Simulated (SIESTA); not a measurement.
The system is CO2.

```
CELL_PARAMETERS angstrom
-1.97473 1.97473 3.01406
1.97473 -1.97473 3.01406
1.97473 1.97473 -3.01406
ATOMIC_POSITIONS crystal
O 0.87500 0.95980 0.58480
O 0.37500 0.29020 0.41520
O 0.04020 0.62500 0.91520
O 0.70980 0.12500 0.08480
C 0.00000 0.00000 0.00000
C 0.75000 0.25000 0.50000
```

The cell comes from a database or a generator and needn't be the stable form of this composition.

Base run:

| Item | Value |
| --- | --- |
| Program | SIESTA 5.4.2 |
| Functional | vdW-DF-cx |
| Potentials or basis | PseudoDojo 0.4 standard (PBE files) |
| Basis | DZP (energy shift 0.003 Ry) |
| Grid cutoff | 800 Ry |
| Energy shift | 0.003 Ry |
| k mesh | 9 × 9 × 9 |
| Occupations | fermi-dirac, width 0.05 eV |
| Spin | no spin polarisation |

Its results: band gap on the k mesh 7.59 eV, indirect (least direct gap 8.02 eV); pressure -0.3 GPa; largest force 0.598 eV/Å.

Question: The run is repeated on the same cell with these changes: functional from vdW-DF-cx to BLYP. What comes out?

Answer: Band gap on the k mesh 7.70 eV, indirect (least direct gap 8.10 eV); pressure 10.9 GPa; largest force 0.812 eV/Å.

Caveats: the potentials were made for another functional, which shifts forces and pressure; the basis of atomic orbitals isn't converged, which shifts pressures, moduli and gaps.
